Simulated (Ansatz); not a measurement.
Task: a phonon calculation by linear response of AlP, space group F-43m, with Ansatz's Python interface. Give the script and its output. Use: PBE, PAW, cutoff 260 eV, 6×6×6 k-points, cold smearing of 0.1 eV.

```yaml
crystal:
  lattice:
    - [0.00000, 2.72550, 2.72550]
    - [2.72550, 0.00000, 2.72550]
    - [2.72550, 2.72550, 0.00000]
  atoms:
    - { symbol: Al, position: [0.00000, 0.00000, 0.00000] }
    - { symbol: P, position: [0.25000, 0.25000, 0.25000] }
```

`dfpt.py`:
```python
from pathlib import Path
import warnings

import ansatz as az
import numpy as np

warnings.simplefilter('ignore', az.DeckWarning)

alp = (
    az.Lattice.of((0.0, 2.7255, 2.7255), (2.7255, 0.0, 2.7255), (2.7255, 2.7255, 0.0))
    .atom('Al', (0.0, 0.0, 0.0))
    .atom('P', (0.25, 0.25, 0.25))
)

model = (
    alp.calculation()
    .eigensolver('davidson')
    .occupations('cold')
    .pseudopotentials('paw')
    .mixing('anderson', ndim=12, beta=0.6)
    .functional(az.Functional.PBE)
    .basis(260)
    .kpoints(6, 6, 6)
    .phonons('dfpt', points=[(0, 0, 0), (0.5, 0, 0)])
)
outcome = model.run(threads=1, runs_dir='runs')
ph = outcome.phonons

for q in ph.qpoints:
    thz = np.asarray(q.omega_inv_cm) / 33.35641
    print('q = ({:.2f}, {:.2f}, {:.2f})'.format(*q.q_frac), np.round(thz, 2) + 0.0, 'THz')
```

```console
$ python dfpt.py
q = (0.00, 0.00, 0.00) [ 0.    0.    0.   13.28 13.28 13.28] THz
q = (0.50, 0.00, 0.00) [ 3.05  3.05 10.15 12.25 12.91 12.91] THz
```

The settings weren't tested for convergence. The cutoff lies under the one recommended for these potentials. The cell isn't relaxed first, so the values belong to this volume. Of the deposited cell: the entry's cell lengths or inner coordinates differ somewhat from later room-temperature determinations. No non-analytic term is added, so at the zone centre the longitudinal optical modes of a polar crystal aren't split off. The starting cell is as deposited in a crystallographic database; the results hold for this polymorph, which needn't be the stable one. The structure is taken as given; imaginary modes can come from an unrelaxed or unstable start. The script silences the warnings on its input, which a real study should read. Finished in 3.4 s on 1 thread of Intel(R) Xeon(R) Platinum 8488C (Sapphire Rapids), on a shared host, peak memory 0.46 GiB.

(Lines on the test bed's own set-up are left out of the output.)
